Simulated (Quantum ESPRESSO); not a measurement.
# HfC (P6_3/mmc) in Quantum ESPRESSO: reference runs

Aim: a first look at HfC with PBEsol, on the cell as given and on a disturbed one, and energy against volume gives the equilibrium volume and stiffness.

Program: Quantum ESPRESSO 7.5. These are calculated values, not measurements. Logs are shortened: lines on timing, memory, paths and dates and some standing lists are left out, and cuts for length are marked.

## (1) The structure

The structure is hexagonal, space group P6_3/mmc (No. 194). Conventional cell: a = 3.343 Å, b = 3.343 Å, c = 5.203 Å, α = 90.00°, β = 90.00°, γ = 120.00°. Hf (site symmetry -6m2) is surrounded by 6 C at 2.33 Å. C (site symmetry -3m) has 6 Hf at 2.33 Å and 2 C at 2.60 Å as nearest neighbours.

The cell comes from a database or a generator and needn't be the stable form of this composition.

## (2) Single point, PBEsol

The input, pw.in:

```
&CONTROL
  calculation = 'scf'
  prefix = 'pwscf'
  outdir = './tmp'
  pseudo_dir = './pseudo'
  tprnfor = .true.
  tstress = .true.
  disk_io = 'low'
/
&SYSTEM
  ibrav = 0
  celldm(1) = 8
  nat = 4
  ntyp = 2
  ecutwfc = 45
  ecutrho = 360
  nbnd = 24
  occupations = 'smearing'
  smearing = 'fd'
  degauss = 0.00367493
/
&ELECTRONS
  conv_thr = 8d-10
  electron_maxstep = 120
  mixing_beta = 0.5
/
ATOMIC_SPECIES
Hf   178.4900 hf_pbesol_v1.uspp.F.UPF
C     12.0110 c_pbesol_v1.2.uspp.F.UPF
CELL_PARAMETERS alat
  0.7896376639585   0.0000000000000   0.0000000000000
 -0.3948188319674   0.6838462767652   0.0000000000000
  0.0000000000000   0.0000000000000   1.2289630705945
ATOMIC_POSITIONS crystal
Hf     0.3333333333    0.6666666667    0.2500000000
Hf     0.6666666667    0.3333333333    0.7500000000
C      0.0000000000    0.0000000000    0.5000000000
C      0.0000000000    0.0000000000    0.0000000000
K_POINTS automatic
9 9 5 0 0 0
```

The input, pp_density.in:

```
&INPUTPP
  prefix = 'pwscf'
  outdir = './tmp'
  filplot = 'density.dat'
  plot_num = 0
/
&PLOT
  nfile = 1
  filepp(1) = 'density.dat'
  iflag = 3
  output_format = 6
  fileout = 'density.cube'
/
```

The input, pp_potential.in:

```
&INPUTPP
  prefix = 'pwscf'
  outdir = './tmp'
  filplot = 'potential.dat'
  plot_num = 11
/
&PLOT
  nfile = 1
  filepp(1) = 'potential.dat'
  iflag = 3
  output_format = 6
  fileout = 'potential.cube'
/
```

Potentials or basis: GBRV 1.5 PBEsol.

Launch:

```sh
OMP_NUM_THREADS=1 mpirun -n 2 pw.x -nk 2 -in pw.in > pw.out
OMP_NUM_THREADS=1 mpirun -n 1 pp.x -in pp_density.in > pp_density.out
OMP_NUM_THREADS=1 mpirun -n 1 pp.x -in pp_potential.in > pp_potential.out
```

pw.out:

```text
This program is part of the open-source Quantum ESPRESSO suite
     for quantum simulation of materials; please cite
         "P. Giannozzi et al., J. Phys.:Condens. Matter 21 395502 (2009);
         "P. Giannozzi et al., J. Phys.:Condens. Matter 29 465901 (2017);
         "P. Giannozzi et al., J. Chem. Phys. 152 154105 (2020);
     in publications or presentations arising from this work. More details at

     Message from routine setup:
     using ibrav=0 with symmetry is DISCOURAGED, use correct ibrav instead

     K-points division:     npool     =       2
     Subspace diagonalization in iterative solution of the eigenvalue problem:
     a serial algorithm will be used

     G-vector sticks info
     --------------------
     sticks:   dense  smooth     PW     G-vecs:    dense   smooth      PW
     Sum         979     499    151                39185    13871    2333

     Using Slab Decomposition

     bravais-lattice index     =            0
     lattice parameter (alat)  =       8.0000  a.u.
     unit-cell volume          =     339.7779 (a.u.)^3
     number of atoms/cell      =            4
     number of atomic types    =            2
     number of electrons       =        32.00
     number of Kohn-Sham states=           24
     kinetic-energy cutoff     =      45.0000  Ry
     charge density cutoff     =     360.0000  Ry
     scf convergence threshold =      8.0E-10
     mixing beta               =       0.5000
     number of iterations used =            8  plain     mixing
     Exchange-correlation= SLA  PW   PSX  PSC
                           (   1   4  10   8   0   0   0)

     celldm(1)=   8.000000  celldm(2)=   0.000000  celldm(3)=   0.000000
     celldm(4)=   0.000000  celldm(5)=   0.000000  celldm(6)=   0.000000

     crystal axes: (cart. coord. in units of alat)
               a(1) = (   0.789638   0.000000   0.000000 )
               a(2) = (  -0.394819   0.683846   0.000000 )
               a(3) = (   0.000000   0.000000   1.228963 )

     reciprocal axes: (cart. coord. in units 2 pi/alat)
               b(1) = (  1.266404  0.731158 -0.000000 )
               b(2) = (  0.000000  1.462317  0.000000 )
               b(3) = (  0.000000 -0.000000  0.813694 )

     PseudoPot. # 1 for Hf read from file:
     hf_pbesol_v1.uspp.F.UPF
     Pseudo is Ultrasoft + core correction, Zval = 12.0
     Generated by new atomic code, or converted to UPF format
     Using radial grid of  921 points,  8 beta functions with:
                l(1) =   0
                l(2) =   0
                l(3) =   0
                l(4) =   1
                l(5) =   1
                l(6) =   2
                l(7) =   2
                l(8) =   3
     Q(r) pseudized with  6 coefficients,  rinner =    1.200   1.200   1.200
                                                       1.200   1.200   1.200
                                                       1.200

     PseudoPot. # 2 for C  read from file:
     c_pbesol_v1.2.uspp.F.UPF
     Pseudo is Ultrasoft + core correction, Zval =  4.0
     Generated by new atomic code, or converted to UPF format
     Using radial grid of  721 points,  4 beta functions with:
                l(1) =   0
                l(2) =   0
                l(3) =   1
                l(4) =   1
     Q(r) pseudized with  8 coefficients,  rinner =    1.100   1.100   1.100

     atomic species   valence    mass     pseudopotential
     Hf               12.00   178.49000     Hf( 1.00)
     C                 4.00    12.01100     C ( 1.00)

     24 Sym. Ops., with inversion, found (12 have fractional translation)

   Cartesian axes

     site n.     atom                  positions (alat units)
         1        Hf     tau(   1) = (  -0.0000000   0.4558975   0.3072408  )
         2        Hf     tau(   2) = (   0.3948188   0.2279488   0.9217223  )
         3        C      tau(   3) = (   0.0000000   0.0000000   0.6144815  )
         4        C      tau(   4) = (   0.0000000   0.0000000   0.0000000  )

     number of k points=    36  Fermi-Dirac smearing, width (Ry)=  0.0037
                       cart. coord. in units 2pi/alat
        k(    1) = (   0.0000000   0.0000000   0.0000000), wk =   0.0049383
        k(    2) = (   0.0000000   0.0000000   0.1627388), wk =   0.0098765
        k(    3) = (   0.0000000   0.0000000   0.3254776), wk =   0.0098765
        k(    4) = (   0.0000000   0.1624797   0.0000000), wk =   0.0296296
        k(    5) = (   0.0000000   0.1624797   0.1627388), wk =   0.0592593
        k(    6) = (   0.0000000   0.1624797   0.3254776), wk =   0.0592593
[... 28 lines left out ...]
        k(   35) = (   0.4221345   0.7311585   0.1627388), wk =   0.0197531
        k(   36) = (   0.4221345   0.7311585   0.3254776), wk =   0.0197531

     Dense  grid:    39185 G-vectors     FFT dimensions: (  40,  40,  60)

     Smooth grid:    13871 G-vectors     FFT dimensions: (  27,  27,  48)

     Initial potential from superposition of free atoms

     starting charge      27.9999, renormalised to      32.0000

     negative rho (up, down):  2.486E-01 0.000E+00
     Starting wfcs are   34 randomized atomic wfcs

     Self-consistent Calculation

     iteration #  1     ecut=    45.00 Ry     beta= 0.50
     Davidson diagonalization with overlap
     ethr =  1.00E-02,  avg # of iterations =  2.2

     negative rho (up, down):  2.275E-01 0.000E+00

     total energy              =    -338.72345042 Ry
     estimated scf accuracy    <       5.34859605 Ry

     iteration #  2     ecut=    45.00 Ry     beta= 0.50
     Davidson diagonalization with overlap
     ethr =  1.00E-02,  avg # of iterations =  2.6

     negative rho (up, down):  2.268E-01 0.000E+00

     total energy              =    -340.09020237 Ry
     estimated scf accuracy    <       1.67680794 Ry

     iteration #  3     ecut=    45.00 Ry     beta= 0.50
     Davidson diagonalization with overlap
     ethr =  5.24E-03,  avg # of iterations =  1.9

     negative rho (up, down):  2.277E-01 0.000E+00

     total energy              =    -340.23358379 Ry
     estimated scf accuracy    <       0.10031815 Ry

     iteration #  4     ecut=    45.00 Ry     beta= 0.50
     Davidson diagonalization with overlap
     ethr =  3.13E-04,  avg # of iterations =  4.4

     negative rho (up, down):  2.299E-01 0.000E+00

     total energy              =    -340.25021709 Ry
     estimated scf accuracy    <       0.02662420 Ry

     iteration #  5     ecut=    45.00 Ry     beta= 0.50
     Davidson diagonalization with overlap
     ethr =  8.32E-05,  avg # of iterations =  3.8

     negative rho (up, down):  2.308E-01 0.000E+00

     total energy              =    -340.25759441 Ry
     estimated scf accuracy    <       0.00631593 Ry
[... 19 lines left out ...]
     iteration #  8     ecut=    45.00 Ry     beta= 0.50
     Davidson diagonalization with overlap
     ethr =  1.36E-08,  avg # of iterations =  2.0

     negative rho (up, down):  2.307E-01 0.000E+00

     total energy              =    -340.25869046 Ry
     estimated scf accuracy    <       0.00000059 Ry

     iteration #  9     ecut=    45.00 Ry     beta= 0.50
     Davidson diagonalization with overlap
     ethr =  1.84E-09,  avg # of iterations =  2.0

     negative rho (up, down):  2.307E-01 0.000E+00

     total energy              =    -340.25869052 Ry
     estimated scf accuracy    <       0.00000001 Ry

     iteration # 10     ecut=    45.00 Ry     beta= 0.50
     Davidson diagonalization with overlap
     ethr =  4.58E-11,  avg # of iterations =  2.4

     negative rho (up, down):  2.307E-01 0.000E+00

     total energy              =    -340.25869052 Ry
     estimated scf accuracy    <          7.8E-09 Ry

     iteration # 11     ecut=    45.00 Ry     beta= 0.50
     Davidson diagonalization with overlap
     ethr =  2.44E-11,  avg # of iterations =  2.1

     negative rho (up, down):  2.307E-01 0.000E+00

     End of self-consistent calculation

          k = 0.0000 0.0000 0.0000 (  1749 PWs)   bands (ev):

   -45.5170 -45.4673 -14.6856 -14.1085 -14.1085 -14.0178 -14.0178 -13.9355
     2.8751   7.2913   8.9413  12.7311  12.7311  14.6348  14.6348  16.8306
    17.2603  17.2603  17.7344  17.7344  18.1369  19.2662  19.8508  23.9881

          k = 0.0000 0.0000 0.1627 (  1743 PWs)   bands (ev):

   -45.5123 -45.4721 -14.6186 -14.0999 -14.0999 -14.0264 -14.0264 -14.0123
     3.1406   6.3322  10.0324  12.7745  12.7745  14.1475  14.1475  15.7006
    18.0638  18.0638  18.1625  18.1625  18.4100  19.5007  20.4882  23.2281

          k = 0.0000 0.0000 0.3255 (  1725 PWs)   bands (ev):

   -45.4999 -45.4845 -14.4387 -14.2075 -14.0772 -14.0772 -14.0492 -14.0492
     3.8909   5.0090  11.7925  12.9769  12.9769  13.4420  13.4420  13.7396
    19.2835  19.2835  19.3155  19.5391  19.5391  20.0094  20.7736  21.1470

          k = 0.0000 0.1625 0.0000 (  1743 PWs)   bands (ev):

   -45.5131 -45.4661 -14.6566 -14.1664 -14.1305 -14.0718 -14.0203 -13.9467
     3.1197   7.1675   9.2145  12.1899  12.9266  14.1630  14.2332  16.2474
    17.2816  17.3031  17.5655  18.3908  19.3554  20.3928  20.5219  23.4580

          k = 0.0000 0.1625 0.1627 (  1738 PWs)   bands (ev):

   -45.5086 -45.4706 -14.5974 -14.1541 -14.1200 -14.1046 -14.0309 -13.9934
     3.3679   6.3464  10.1700  12.2965  12.9467  13.8522  13.9163  15.5686
    16.9173  17.8229  18.6405  19.0979  19.1392  20.5341  20.9757  22.1124

          k = 0.0000 0.1625 0.3255 (  1724 PWs)   bands (ev):

   -45.4969 -45.4824 -14.4397 -14.2443 -14.1144 -14.0925 -14.0637 -14.0585
     4.0706   5.1193  11.8150  12.5997  13.0898  13.2230  13.4435  13.7577
    18.0495  18.8182  19.2794  19.4540  19.9752  20.0377  21.2562  21.4930

          k = 0.0000 0.3250 0.0000 (  1740 PWs)   bands (ev):

   -45.5028 -45.4633 -14.5770 -14.3142 -14.2014 -14.1803 -14.0322 -13.9811
     3.7714   6.8601   9.8518  11.2856  13.3672  13.4548  13.4858  15.0416
    17.1890  18.2376  18.4440  19.6534  20.9971  21.0761  22.2001  22.3753

          k = 0.0000 0.3250 0.1627 (  1731 PWs)   bands (ev):

   -45.4990 -45.4670 -14.5489 -14.2914 -14.2312 -14.1663 -14.0465 -14.0057
     3.9674   6.3174  10.5468  11.4592  13.2249  13.2783  13.5256  14.9663
    16.4447  18.3653  18.9880  20.0755  20.2603  20.7444  22.1380  22.2886
[... 139 lines left out ...]
          k = 0.2814 0.6499 0.1627 (  1731 PWs)   bands (ev):

   -45.4731 -45.4640 -14.5572 -14.4650 -14.3688 -14.2400 -14.1909 -14.0896
     5.4757   6.1145  10.5293  11.6353  11.8807  12.5534  13.2499  15.4013
    16.2565  18.3853  19.6913  21.0682  21.7007  21.9024  22.8483  23.3180

          k = 0.2814 0.6499 0.3255 (  1736 PWs)   bands (ev):

   -45.4703 -45.4668 -14.5670 -14.5357 -14.3613 -14.2962 -14.0929 -14.0529
     5.6287   5.8649  10.7093  11.1124  12.6206  13.1536  13.4290  14.0683
    16.8373  17.7712  19.6563  20.3211  21.7570  22.0490  23.0263  23.4022

          k = 0.4221 0.7312 0.0000 (  1731 PWs)   bands (ev):

   -45.4673 -45.4673 -14.5511 -14.3537 -14.3537 -14.2663 -14.2239 -14.2239
     5.5708   6.1819  11.4753  11.5175  11.5175  12.2674  12.2674  16.4178
    16.8229  16.8229  20.8014  20.8014  21.5113  21.8483  24.1295  24.1295

          k = 0.4221 0.7312 0.1627 (  1728 PWs)   bands (ev):

   -45.4673 -45.4673 -14.5247 -14.4331 -14.4331 -14.2943 -14.1417 -14.1417
     5.6213   6.1128  11.0832  11.0832  11.8097  12.7833  12.7833  15.6367
    17.0546  17.0546  20.2430  20.2430  22.0693  22.0917  23.7280  23.7280

          k = 0.4221 0.7312 0.3255 (  1722 PWs)   bands (ev):

   -45.4672 -45.4672 -14.5060 -14.5060 -14.4547 -14.3668 -14.0643 -14.0643
     5.7597   5.9457  10.6992  10.6992  12.7526  13.3079  13.3079  14.1394
    17.5909  17.5909  19.3242  19.3242  22.6535  22.9044  23.0154  23.0154

     the Fermi energy is    15.7877 ev

!    total energy              =    -340.25869052 Ry
     estimated scf accuracy    <          5.0E-10 Ry
     smearing contrib. (-TS)   =      -0.00035364 Ry
     internal energy E=F+TS    =    -340.25833688 Ry

     The total energy is F=E-TS. E is the sum of the following terms:
     one-electron contribution =     -17.71306116 Ry
     hartree contribution      =      25.79610912 Ry
     xc contribution           =    -157.88123465 Ry
     ewald contribution        =    -190.46015019 Ry

     convergence has been achieved in  11 iterations

     negative rho (up, down):  2.307E-01 0.000E+00

     Forces acting on atoms (cartesian axes, Ry/au):

     atom    1 type  1   force =    -0.00000000   -0.00000000   -0.00000000
     atom    2 type  1   force =     0.00000000    0.00000000    0.00000000
     atom    3 type  2   force =     0.00000000    0.00000000   -0.00000000
     atom    4 type  2   force =    -0.00000000   -0.00000000    0.00000000

     Total force =     0.000000     Total SCF correction =     0.000000

     Computing stress (Cartesian axis) and pressure

     negative rho (up, down):  2.307E-01 0.000E+00
          total   stress  (Ry/bohr**3)                   (kbar)     P=      -72.25
  -0.00056587   0.00000000   0.00000000          -83.24        0.00        0.00
   0.00000000  -0.00056587   0.00000000            0.00      -83.24        0.00
   0.00000000  -0.00000000  -0.00034164            0.00       -0.00      -50.26

=------------------------------------------------------------------------------=
   JOB DONE.
=------------------------------------------------------------------------------=
```

Run time: 21 s. Hardware: 2 MPI ranks of Arm Neoverse V2, shared host; peak memory 0.4 GiB.

Results:

```
Free energy            : -4629.4553 eV
Pressure               : -7.2 GPa
Band gap on the k mesh : none (metal or under the smearing width)
```

Stress tensor (GPa, compression positive):
```
-8.32  0.00  0.00
 0.00 -8.32  0.00
 0.00  0.00 -5.03
```

Spin-orbit coupling is left out, which matters for the levels of Hf.

## (3) Single point, PBEsol, 11.83 Å³/atom

pw.in, as its differences from that of step 2:

```diff
@@ -7,3 +7,3 @@
   tstress = .true.
-  disk_io = 'low'
+  disk_io = 'nowf'
 /
@@ -11,3 +11,2 @@
   ibrav = 0
-  celldm(1) = 8
   nat = 4
@@ -29,6 +28,6 @@
 C     12.0110 c_pbesol_v1.2.uspp.F.UPF
-CELL_PARAMETERS alat
-  0.7896376639585   0.0000000000000   0.0000000000000
- -0.3948188319674   0.6838462767652   0.0000000000000
-  0.0000000000000   0.0000000000000   1.2289630705945
+CELL_PARAMETERS angstrom
+   3.2746251489    0.0000000000    0.0000000000
+  -1.6373125744    2.8359085668    0.0000000000
+   0.0000000000    0.0000000000    5.0965063620
 ATOMIC_POSITIONS crystal
```

Potentials or basis: GBRV 1.5 PBEsol.

Launch:

```sh
OMP_NUM_THREADS=1 mpirun -n 2 pw.x -nk 2 -in pw.in > pw.out
```

Wall time 18 s (2 MPI ranks of Arm Neoverse V2, shared host); peak memory 0.38 GiB.

The run converged. Its results:

```yaml
Free_energy: -4629.4461 eV
Pressure: 8.4 GPa
Band_gap_on_the_k_mesh: none (metal or under the smearing width)
```

## (4) Single point, PBEsol, 12.08 Å³/atom

pw.in, as its differences from that of step 3:

```diff
@@ -29,5 +29,5 @@
 CELL_PARAMETERS angstrom
-   3.2746251489    0.0000000000    0.0000000000
-  -1.6373125744    2.8359085668    0.0000000000
-   0.0000000000    0.0000000000    5.0965063620
+   3.2976866492    0.0000000000    0.0000000000
+  -1.6488433246    2.8558804119    0.0000000000
+   0.0000000000    0.0000000000    5.1323984344
 ATOMIC_POSITIONS crystal
```

Launch:

```sh
OMP_NUM_THREADS=1 mpirun -n 2 pw.x -nk 2 -in pw.in > pw.out
```

It took 18 s on 2 MPI ranks of Arm Neoverse V2, shared host; peak memory 0.38 GiB.

The run converged. Its results:

* Free energy: -4629.4825 eV
* Pressure: 2.6 GPa
* Band gap on the k mesh: none (metal or under the smearing width)

## (5) Single point, PBEsol, 12.34 Å³/atom

pw.in, as its differences from that of step 4:

```diff
@@ -29,5 +29,5 @@
 CELL_PARAMETERS angstrom
-   3.2976866492    0.0000000000    0.0000000000
-  -1.6488433246    2.8558804119    0.0000000000
-   0.0000000000    0.0000000000    5.1323984344
+   3.3204300345    0.0000000000    0.0000000000
+  -1.6602150172    2.8755767613    0.0000000000
+   0.0000000000    0.0000000000    5.1677954043
 ATOMIC_POSITIONS crystal
```

Launch:

```sh
OMP_NUM_THREADS=1 mpirun -n 2 pw.x -nk 2 -in pw.in > pw.out
```

Run time: 19 s. Hardware: 2 MPI ranks of Arm Neoverse V2, shared host; peak memory 0.4 GiB.

The run converged. Its results:

```yaml
Free_energy: -4629.4845 eV
Pressure: -2.5 GPa
Band_gap_on_the_k_mesh: none (metal or under the smearing width)
```

## (6) Single point, PBEsol, 12.59 Å³/atom

pw.in, as its differences from that of step 5:

```diff
@@ -29,5 +29,5 @@
 CELL_PARAMETERS angstrom
-   3.3204300345    0.0000000000    0.0000000000
-  -1.6602150172    2.8755767613    0.0000000000
-   0.0000000000    0.0000000000    5.1677954043
+   3.3428660531    0.0000000000    0.0000000000
+  -1.6714330265    2.8950069234    0.0000000000
+   0.0000000000    0.0000000000    5.2027140000
 ATOMIC_POSITIONS crystal
```

Potentials or basis: GBRV 1.5 PBEsol.

Launch:

```sh
OMP_NUM_THREADS=1 mpirun -n 2 pw.x -nk 2 -in pw.in > pw.out
```

Run time: 19 s. Hardware: 2 MPI ranks of Arm Neoverse V2, shared host; peak memory 0.4 GiB.

Results (log left out):

```yaml
Free_energy: -4629.4553 eV
Pressure: -7.2 GPa
Band_gap_on_the_k_mesh: none (metal or under the smearing width)
```

## (7) Single point, PBEsol, 12.84 Å³/atom

pw.in, as its differences from that of step 6:

```diff
@@ -29,5 +29,5 @@
 CELL_PARAMETERS angstrom
-   3.3428660531    0.0000000000    0.0000000000
-  -1.6714330265    2.8950069234    0.0000000000
-   0.0000000000    0.0000000000    5.2027140000
+   3.3650048841    0.0000000000    0.0000000000
+  -1.6825024420    2.9141797134    0.0000000000
+   0.0000000000    0.0000000000    5.2371700637
 ATOMIC_POSITIONS crystal
```

Launch:

```sh
OMP_NUM_THREADS=1 mpirun -n 2 pw.x -nk 2 -in pw.in > pw.out
```

It took 19 s on 2 MPI ranks of Arm Neoverse V2, shared host; peak memory 0.42 GiB.

Results (log left out):

| Item | Value |
| --- | --- |
| Free energy | -4629.3983 eV |
| Pressure | -11.4 GPa |
| Band gap on the k mesh | none (metal or under the smearing width) |

## (8) Single point, PBEsol, 13.09 Å³/atom

pw.in, as its differences from that of step 7:

```diff
@@ -29,5 +29,5 @@
 CELL_PARAMETERS angstrom
-   3.3650048841    0.0000000000    0.0000000000
-  -1.6825024420    2.9141797134    0.0000000000
-   0.0000000000    0.0000000000    5.2371700637
+   3.3868561774    0.0000000000    0.0000000000
+  -1.6934280887    2.9331034886    0.0000000000
+   0.0000000000    0.0000000000    5.2711786145
 ATOMIC_POSITIONS crystal
```

Launch:

```sh
OMP_NUM_THREADS=1 mpirun -n 2 pw.x -nk 2 -in pw.in > pw.out
```

Wall time 19 s (2 MPI ranks of Arm Neoverse V2, shared host); peak memory 0.42 GiB.

The run converged. Its results:

| Item | Value |
| --- | --- |
| Free energy | -4629.3162 eV |
| Pressure | -15.2 GPa |
| Band gap on the k mesh | none (metal or under the smearing width) |

## (9) Single point, PBEsol, 13.34 Å³/atom

pw.in, as its differences from that of step 8:

```diff
@@ -29,5 +29,5 @@
 CELL_PARAMETERS angstrom
-   3.3868561774    0.0000000000    0.0000000000
-  -1.6934280887    2.9331034886    0.0000000000
-   0.0000000000    0.0000000000    5.2711786145
+   3.4084290914    0.0000000000    0.0000000000
+  -1.7042145456    2.9517861801    0.0000000000
+   0.0000000000    0.0000000000    5.3047539058
 ATOMIC_POSITIONS crystal
```

Potentials or basis: GBRV 1.5 PBEsol.

Launch:

```sh
OMP_NUM_THREADS=1 mpirun -n 2 pw.x -nk 2 -in pw.in > pw.out
```

Wall time 20 s (2 MPI ranks of Arm Neoverse V2, shared host); peak memory 0.42 GiB.

Results (log left out):

```yaml
Free_energy: -4629.2115 eV
Pressure: -18.6 GPa
Band_gap_on_the_k_mesh: none (metal or under the smearing width)
```

(Continued in part 2 of 2.)
